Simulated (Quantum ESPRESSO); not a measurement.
# LiCl (Fm-3m) in Quantum ESPRESSO: notebook

Runs on LiCl. Level: rev-vdW-DF2. Tasks: single point, equation of state.

All numbers are computed with Quantum ESPRESSO 7.5; they aren't measurements. Logs are shortened: lines on timing, memory, paths and dates and some standing lists are left out, and cuts for length are marked.

## (1) The structure

It takes space group Fm-3m (No. 225, cubic). The conventional cell has a = 5.130 Å, b = 5.130 Å, c = 5.130 Å, α = 90.00°, β = 90.00°, γ = 90.00°. Cl (site symmetry m-3m) has 6 Li at 2.56 Å as nearest neighbours. Li (site symmetry m-3m) is surrounded by 6 Cl at 2.56 Å.

## (2) Single point, rev-vdW-DF2, 15.86 Å³/atom

pw.in

```
&CONTROL
  calculation = 'scf'
  prefix = 'pwscf'
  outdir = './tmp'
  pseudo_dir = './pseudo'
  tprnfor = .true.
  tstress = .true.
  disk_io = 'nowf'
/
&SYSTEM
  ibrav = 0
  nat = 2
  ntyp = 2
  ecutwfc = 74
  nbnd = 10
  input_dft = 'vdw-df2-b86r'
  occupations = 'smearing'
  smearing = 'fd'
  degauss = 0.00367493
/
&ELECTRONS
  conv_thr = 4d-10
  electron_maxstep = 120
  mixing_beta = 0.5
/
ATOMIC_SPECIES
Cl    35.4500 Cl.upf
Li     6.9400 Li.upf
CELL_PARAMETERS angstrom
   0.0000000000    2.5124130641    2.5124130641
   2.5124130641    0.0000000000    2.5124130641
   2.5124130641    2.5124130641    0.0000000000
ATOMIC_POSITIONS crystal
Cl     0.5000000000    0.5000000000    0.5000000000
Li     0.0000000000    0.0000000000    0.0000000000
K_POINTS automatic
9 9 9 0 0 0
```

Potentials or basis: PseudoDojo 0.4.1 SR PBE standard.

Launch:

```
$ OMP_NUM_THREADS=1 pw.x -in pw.in > pw.out
```

pw.out:

```text
This program is part of the open-source Quantum ESPRESSO suite
     for quantum simulation of materials; please cite
         "P. Giannozzi et al., J. Phys.:Condens. Matter 21 395502 (2009);
         "P. Giannozzi et al., J. Phys.:Condens. Matter 29 465901 (2017);
         "P. Giannozzi et al., J. Chem. Phys. 152 154105 (2020);
     in publications or presentations arising from this work. More details at

     IMPORTANT: XC functional enforced from input :
     Exchange-correlation= VDW-DF2-B86R
                           (   1   4  26   0   2   0   0)
     Any further DFT definition will be discarded
     Please, verify this is what you really want

     Message from routine setup:
     using ibrav=0 with symmetry is DISCOURAGED, use correct ibrav instead

     G-vector sticks info
     --------------------
     sticks:   dense  smooth     PW     G-vecs:    dense   smooth      PW
     Sum         925     925    283                18499    18499    3071

     Using Slab Decomposition

     bravais-lattice index     =            0
     lattice parameter (alat)  =       6.7144  a.u.
     unit-cell volume          =     214.0424 (a.u.)^3
     number of atoms/cell      =            2
     number of atomic types    =            2
     number of electrons       =        10.00
     number of Kohn-Sham states=           10
     kinetic-energy cutoff     =      74.0000  Ry
     charge density cutoff     =     296.0000  Ry
     scf convergence threshold =      4.0E-10
     mixing beta               =       0.5000
     number of iterations used =            8  plain     mixing
     Exchange-correlation= VDW-DF2-B86R
                           (   1   4  26   0   2   0   0)

     celldm(1)=   6.714364  celldm(2)=   0.000000  celldm(3)=   0.000000
     celldm(4)=   0.000000  celldm(5)=   0.000000  celldm(6)=   0.000000

     crystal axes: (cart. coord. in units of alat)
               a(1) = (   0.000000   0.707107   0.707107 )
               a(2) = (   0.707107   0.000000   0.707107 )
               a(3) = (   0.707107   0.707107   0.000000 )

     reciprocal axes: (cart. coord. in units 2 pi/alat)
               b(1) = ( -0.707107  0.707107  0.707107 )
               b(2) = (  0.707107 -0.707107  0.707107 )
               b(3) = (  0.707107  0.707107 -0.707107 )

     PseudoPot. # 1 for Cl read from file:
     Cl.upf
     Pseudo is Norm-conserving + core correction, Zval =  7.0
     Generated using ONCVPSP code by D. R. Hamann
     Using radial grid of 1028 points,  6 beta functions with:
                l(1) =   0
                l(2) =   0
                l(3) =   1
                l(4) =   1
                l(5) =   2
                l(6) =   2

     PseudoPot. # 2 for Li read from file:
     Li.upf
     Pseudo is Norm-conserving, Zval =  3.0
     Generated using ONCVPSP code by D. R. Hamann
     Using radial grid of 1944 points,  4 beta functions with:
                l(1) =   0
                l(2) =   0
                l(3) =   1
                l(4) =   1

     atomic species   valence    mass     pseudopotential
     Cl                7.00    35.45000     Cl( 1.00)
     Li                3.00     6.94000     Li( 1.00)

     48 Sym. Ops., with inversion, found

   Cartesian axes

     site n.     atom                  positions (alat units)
         1        Cl     tau(   1) = (   0.7071068   0.7071068   0.7071068  )
         2        Li     tau(   2) = (   0.0000000   0.0000000   0.0000000  )

     number of k points=    35  Fermi-Dirac smearing, width (Ry)=  0.0037
                       cart. coord. in units 2pi/alat
        k(    1) = (   0.0000000   0.0000000   0.0000000), wk =   0.0027435
        k(    2) = (   0.0785674   0.0785674  -0.0785674), wk =   0.0219479
        k(    3) = (   0.1571348   0.1571348  -0.1571348), wk =   0.0219479
        k(    4) = (   0.2357023   0.2357023  -0.2357023), wk =   0.0219479
        k(    5) = (   0.3142697   0.3142697  -0.3142697), wk =   0.0219479
        k(    6) = (   0.1571348   0.0000000  -0.0000000), wk =   0.0164609
[... 27 lines left out ...]
        k(   34) = (  -0.0000000  -0.4714045   0.6285394), wk =   0.0658436
        k(   35) = (  -0.0785674  -0.3928371   0.7071068), wk =   0.0658436

     Dense  grid:    18499 G-vectors     FFT dimensions: (  40,  40,  40)

     Initial potential from superposition of free atoms

     starting charge       9.9954, renormalised to      10.0000

     %%%%%%%%%%%%%%%%%%%%%%%%%%%%%%%%%%%%%%%%%%%%%%%%%%%%%%%%%%%%%%%%%%%%%%%%
     %                                                                      %
     % You are using vdW-DF, which was implemented by the Thonhauser group. %
     % Please cite the following two papers that made this development      %
     % possible and the two reviews that describe the various versions:     %
     %                                                                      %
     %   T. Thonhauser et al., PRL 115, 136402 (2015).                      %
     %   T. Thonhauser et al., PRB 76, 125112 (2007).                       %
     %   K. Berland et al., Rep. Prog. Phys. 78, 066501 (2015).             %
     %   D.C. Langreth et al., J. Phys.: Condens. Matter 21, 084203 (2009). %
     %                                                                      %
     % If you are calculating stress with vdW-DF, please also cite:         %
     %                                                                      %
     %   R. Sabatini et al., J. Phys.: Condens. Matter 24, 424209 (2012).   %
     %                                                                      %
     %%%%%%%%%%%%%%%%%%%%%%%%%%%%%%%%%%%%%%%%%%%%%%%%%%%%%%%%%%%%%%%%%%%%%%%%

     %%%%%%%%%%%%%%%%%%%%%%%%%%%%%%%%%%%%%%%%%%%%%%%%%%%%%%%%%%%%%%%%%%%%%%%%
     %                                                                      %
     %  vdW-DF NEWS:                                                        %
     %                                                                      %
     %  * vdW-DF3 is now available. DOI: 10.1021/acs.jctc.0c00471           %
     %    use with input_dft = 'vdW-DF3-opt1' or 'vdW-DF3-opt2'             %
     %                                                                      %
     %  * Unscreened and range-separated hybrid vdW-DF-cx functionals       %
[... 47 lines left out ...]
     Davidson diagonalization with overlap
     ethr =  1.11E-08,  avg # of iterations =  2.8

     total energy              =     -47.52705134 Ry
     estimated scf accuracy    <       0.00000014 Ry

     iteration #  6     ecut=    74.00 Ry     beta= 0.50
     Davidson diagonalization with overlap
     ethr =  1.42E-09,  avg # of iterations =  2.0

     total energy              =     -47.52705137 Ry
     estimated scf accuracy    <          3.1E-09 Ry

     iteration #  7     ecut=    74.00 Ry     beta= 0.50
     Davidson diagonalization with overlap
     ethr =  3.11E-11,  avg # of iterations =  2.3

     End of self-consistent calculation

          k = 0.0000 0.0000 0.0000 (  2277 PWs)   bands (ev):

   -41.0948 -11.4674   2.1618   2.1618   2.1618   8.8322  13.9414  13.9414
    13.9414  16.5893

          k = 0.0786 0.0786-0.0786 (  2307 PWs)   bands (ev):

   -41.0943 -11.3989   1.6956   2.1246   2.1246   9.2173  13.3446  13.9597
    13.9598  15.2744

          k = 0.1571 0.1571-0.1571 (  2292 PWs)   bands (ev):

   -41.0932 -11.2166   0.6945   2.0352   2.0352   9.6008  13.0668  13.0668
    13.1633  15.6945

          k = 0.2357 0.2357-0.2357 (  2301 PWs)   bands (ev):

   -41.0919 -10.9916  -0.2728   1.9409   1.9409   9.2999  12.1312  12.1312
    14.2924  17.1192

          k = 0.3143 0.3143-0.3143 (  2316 PWs)   bands (ev):

   -41.0910 -10.8325  -0.8498   1.8832   1.8832   8.9768  11.6348  11.6348
    15.5734  18.6848

          k = 0.1571 0.0000-0.0000 (  2297 PWs)   bands (ev):

   -41.0942 -11.3754   1.7519   1.9962   1.9962   9.4212  13.1379  13.9474
    14.0828  14.0829

          k = 0.2357 0.0786-0.0786 (  2276 PWs)   bands (ev):

   -41.0932 -11.2289   0.9757   1.8408   1.9241  10.0227  12.5320  12.7919
    13.8662  14.7360

          k = 0.3143 0.1571-0.1571 (  2298 PWs)   bands (ev):

   -41.0920 -11.0138   0.0261   1.7324   1.7761   9.9644  11.9043  12.9868
    13.1892  16.0400

          k = 0.3928 0.2357-0.2357 (  2306 PWs)   bands (ev):

   -41.0910 -10.8270  -0.6570   1.5878   1.7162   9.5820  11.5177  12.2271
    14.5732  17.5238

          k =-0.2357-0.3928 0.3928 (  2314 PWs)   bands (ev):

   -41.0907 -10.7716  -0.8380   1.4502   1.7964   9.4485  11.5755  11.8588
    15.2600  18.5852

          k =-0.1571-0.3143 0.3143 (  2299 PWs)   bands (ev):

   -41.0913 -10.8820  -0.4573   1.4256   1.9391   9.6505  11.9577  12.0121
    14.3181  16.8845

          k =-0.0786-0.2357 0.2357 (  2294 PWs)   bands (ev):

   -41.0924 -11.0913   0.3421   1.5403   2.0830   9.9746  12.5096  12.5501
    13.3184  15.3749

          k =-0.0000-0.1571 0.1571 (  2297 PWs)   bands (ev):

   -41.0936 -11.2915   1.2107   1.8079   2.1590   9.7089  12.7514  13.5965
    13.6720  14.4451

          k = 0.3143 0.0000-0.0000 (  2281 PWs)   bands (ev):

   -41.0927 -11.1235   0.7878   1.6066   1.6066  10.8214  11.8451  12.0794
    14.6094  14.6094

          k = 0.3928 0.0786-0.0786 (  2300 PWs)   bands (ev):

   -41.0917 -10.9394   0.1187   1.3732   1.4404  10.9211  11.5836  12.0123
    14.3450  15.5104

          k = 0.4714 0.1571-0.1571 (  2309 PWs)   bands (ev):

   -41.0907 -10.7561  -0.4496   1.0189   1.4060  10.4424  11.6434  12.9563
    13.5057  16.8278

          k =-0.1571-0.4714 0.4714 (  2312 PWs)   bands (ev):

   -41.0903 -10.6689  -0.6459   0.6810   1.5152  10.1969  11.8667  12.8019
    14.0887  17.5053

          k =-0.0786-0.3928 0.3928 (  2303 PWs)   bands (ev):

   -41.0906 -10.7291  -0.4119   0.5449   1.7280  10.2591  12.2273  12.4003
    13.8609  17.1759

          k =-0.0000-0.3143 0.3143 (  2299 PWs)   bands (ev):

   -41.0914 -10.9004   0.0056   0.8373   1.9556  10.4074  12.3187  12.3243
    13.2035  15.9028

          k = 0.4714 0.0000-0.0000 (  2297 PWs)   bands (ev):

   -41.0910 -10.7966  -0.2614   1.2059   1.2059  10.6207  10.8518  13.1292
    15.5410  15.5410

          k = 0.5500 0.0786-0.0786 (  2307 PWs)   bands (ev):

   -41.0903 -10.6480  -0.6374   0.9021   1.1171  10.3737  10.9271  13.6813
    15.1957  16.4299

          k =-0.0786-0.5500 0.5500 (  2300 PWs)   bands (ev):

   -41.0899 -10.5688  -0.6629   0.3907   1.2028  10.2393  11.8807  13.8173
    14.2009  16.7088

          k =-0.0000-0.4714 0.4714 (  2301 PWs)   bands (ev):

   -41.0900 -10.6026  -0.2670  -0.0803   1.4355  10.2786  12.9929  13.2186
    13.3464  16.9453

          k = 0.6285 0.0000-0.0000 (  2301 PWs)   bands (ev):

   -41.0899 -10.5531  -0.9466   0.9641   0.9641  10.1489  10.3340  14.8474
    16.5471  16.5471

          k =-0.0000-0.6285 0.6285 (  2284 PWs)   bands (ev):

   -41.0897 -10.5210  -0.9505   0.7313   0.9958  10.1554  10.6998  14.8427
    15.7270  16.6371

          k = 0.3143 0.1571-0.0000 (  2296 PWs)   bands (ev):

   -41.0923 -11.0631   0.4478   1.3702   1.8751  10.6450  12.0325  12.0657
    13.9590  15.0035

          k = 0.3928 0.2357-0.0786 (  2310 PWs)   bands (ev):

   -41.0912 -10.8603  -0.1984   1.0313   1.7367  10.5637  11.6289  12.4768
    13.6366  16.1888

          k =-0.2357-0.3928 0.5500 (  2294 PWs)   bands (ev):

   -41.0905 -10.7183  -0.6375   0.8963   1.6038  10.2558  11.4878  12.5718
    14.2797  17.5725

          k = 0.4714 0.1571-0.0000 (  2313 PWs)   bands (ev):

   -41.0908 -10.7696  -0.2909   0.9269   1.3474  10.9486  11.3316  12.2920
    14.7531  15.8830

          k =-0.1571-0.4714 0.6285 (  2304 PWs)   bands (ev):

   -41.0902 -10.6328  -0.5146   0.4978   1.2541  10.7994  11.8572  12.5457
    14.2243  16.9420

          k =-0.0786-0.3928 0.5500 (  2301 PWs)   bands (ev):

   -41.0900 -10.6026  -0.4252   0.1657   1.3266  10.7633  12.0429  13.2194
    13.5313  17.3834

          k = 0.0000-0.3143 0.4714 (  2295 PWs)   bands (ev):

   -41.0904 -10.6960  -0.2668   0.3153   1.5369  10.9019  11.9250  12.3883
    13.8332  16.8529

          k =-0.0786-0.5500 0.7071 (  2305 PWs)   bands (ev):

   -41.0899 -10.5535  -0.7902   0.6622   1.0004  10.5356  10.9245  13.9654
    15.1097  16.8835

          k =-0.0000-0.4714 0.6285 (  2294 PWs)   bands (ev):

   -41.0898 -10.5355  -0.6017   0.2310   1.0712  10.6694  11.9349  13.6627
    13.8383  17.1914

          k =-0.0786-0.3928 0.7071 (  2294 PWs)   bands (ev):

   -41.0898 -10.5494  -0.3557   0.0101   1.0620  11.6528  12.1149  12.3256
    13.5965  17.8676

     the Fermi energy is     3.9899 ev

!    total energy              =     -47.52705138 Ry
     estimated scf accuracy    <          1.1E-10 Ry
     smearing contrib. (-TS)   =       0.00000000 Ry
     internal energy E=F+TS    =     -47.52705138 Ry

     The total energy is F=E-TS. E is the sum of the following terms:
     one-electron contribution =      -9.46493103 Ry
     hartree contribution      =       7.25939568 Ry
     xc contribution           =     -12.49656763 Ry
     ewald contribution        =     -32.82494840 Ry

     convergence has been achieved in   7 iterations

     Forces acting on atoms (cartesian axes, Ry/au):

     atom    1 type  1   force =     0.00000000    0.00000000    0.00000000
     atom    2 type  2   force =    -0.00000000    0.00000000   -0.00000000

     Total force =     0.000000     Total SCF correction =     0.000000

     Computing stress (Cartesian axis) and pressure

          total   stress  (Ry/bohr**3)                   (kbar)     P=       18.47
   0.00012552   0.00000000   0.00000000           18.47        0.00        0.00
   0.00000000   0.00012552  -0.00000000            0.00       18.47       -0.00
   0.00000000   0.00000000   0.00012552            0.00        0.00       18.47

=------------------------------------------------------------------------------=
   JOB DONE.
=------------------------------------------------------------------------------=
```

Run time: 82 s. Hardware: 1 thread of Intel Xeon Platinum 8488C (Sapphire Rapids), shared host; peak memory 0.1 GiB.

Results:

```yaml
Free_energy: -646.6385 eV
Pressure: 1.8 GPa
Band_gap_on_the_k_mesh: 6.67 eV, direct
```

Caveat: the potentials were made for another functional, which shifts forces and pressure; an odd mesh through Γ misses points on the zone boundary, where band edges often lie.

(Part 1 of 2 ends here.)
